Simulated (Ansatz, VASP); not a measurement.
InAs4 in VASP and in Ansatz

```
CELL_PARAMETERS angstrom
5.39097 0.00000 0.00000
0.00000 5.39097 0.00000
0.00000 0.00000 4.24761
ATOMIC_POSITIONS crystal
In 0.50000 0.50000 0.50000
As 0.23368 0.23368 0.00000
As 0.23368 0.76632 0.00000
As 0.76632 0.23368 0.00000
As 0.76632 0.76632 0.00000
```

Alike in both runs: functional PBE; dispersion D3(BJ); k mesh 4 × 4 × 4; occupations gaussian, width 0.1 eV; no spin polarisation.

Ansatz relaxed the structure, and its values are those at the end. VASP's run is a single point on that final structure, the one shown.

|  | VASP | Ansatz |
| --- | --- | --- |
| version | VASP 6.6.1 | Ansatz 0.2.0 |
| potentials or method | VASP PAW PBE potentials, release 64 (In_d, As) | scalar-relativistic, plane waves, PAW |
| plane-wave cutoff (eV) | 520 | 420 |
| valence electrons in the cell | 33 | 73 |

Ansatz gave:

* gap on the k mesh at the Fermi level (eV): none
* pressure (GPa): 0.2
* rms of the force components (eV/Å): 0.017

**Question.** What did VASP give for the same quantities?

**Answer.** gap on the k mesh at the Fermi level (eV): none; pressure (GPa): 0.4; rms of the force components (eV/Å): 0.030.

A gap of «none» marks a metal or a gap that the smearing closes. The two sets of potentials don't hold the same shells in valence.

Caveats: the k mesh is coarse (spacing up to 0.37 Å⁻¹), so the values aren't converged; pairwise dispersion overbinds metals, which lowers pressure and volume.
